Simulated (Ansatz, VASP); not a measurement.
One calculation of Ge, two programs

File INCAR:

```
  PREC = Accurate
  ENCUT = 520
  EDIFF = 1E-6
  ISMEAR = 0
  SIGMA = 0.1
  LREAL = False
  LASPH = True
  NELM = 100
  ALGO = Fast
  ISIF = 2
  LWAVE = False
  LCHARG = False
  GGA = PS
  NBANDS = 21
```

File KPOINTS:

```
regular mesh
0
Gamma
  6 6 4
```

The input POSCAR:

```
Ge
1.0
    2.9054376456     -1.6978121502     -0.0286628420
    2.9054376456      1.6978121502     -0.0286628420
   -1.9306927466      0.0000000000      4.8222870998
Ge
2
Direct
    0.8566864787      0.8566864787     -0.0004279938
    0.1433135213      0.1433135213      1.0004279938
```

Input for Ansatz:

```yaml
crystal:
  lattice:
    - [2.9054376456, -1.6978121502, -0.028662842]
    - [2.9054376456, 1.6978121502, -0.028662842]
    - [-1.9306927466, 0.0, 4.8222870998]
  atoms:
    - { symbol: Ge, position: [0.8566864787, 0.8566864787, -0.0004279938] }
    - { symbol: Ge, position: [0.1433135213, 0.1433135213, 1.0004279938] }
basis:
  ecutwfc: 420
kpoints:
  mp_grid: { grid: [6, 6, 4] }
hamiltonian:
  xc: pbesol
scf:
  occupations: { method: gaussian, width: 0.1 }
output:
  forces: true
  stress: true
  eigenvalues: true
```

Alike in both runs: task single point; functional PBEsol; k mesh 6 × 6 × 4; occupations gaussian, width 0.1 eV; no spin polarisation.

|  | VASP | Ansatz |
| --- | --- | --- |
| version | VASP 6.6.1 | Ansatz 0.2.0 |
| potentials or method | VASP PAW PBE potentials, release 64 (Ge_d) | scalar-relativistic, plane waves, PAW |
| plane-wave cutoff (eV) | 520 | 420 |
| valence electrons in the cell | 28 | 28 |

Ansatz gave:

| Item | Value |
| --- | --- |
| gap on the k mesh at the Fermi level (eV) | none |
| pressure (GPa) | 79.8 |
| largest component of the traceless stress (GPa) | 112.55 |
| rms of the force components (eV/Å) | 14.163 |

Problem. What did VASP give for the same quantities?

Solution. gap on the k mesh at the Fermi level (eV): none; pressure (GPa): 84.0; largest component of the traceless stress (GPa): 121.15; rms of the force components (eV/Å): 15.466.

Atom by atom the forces differ by 1.303 eV/Å (rms over components). A gap of «none» marks a metal or a gap that the smearing closes.

Caveats: the k mesh is coarse (spacing up to 0.36 Å⁻¹), so the values aren't converged; the cell as given lies far from equilibrium; so large a pressure means that the cell lies far from this level's equilibrium, or that cutoff or potentials fall short (VASP); the potentials were made for another functional, which shifts forces and pressure (VASP).
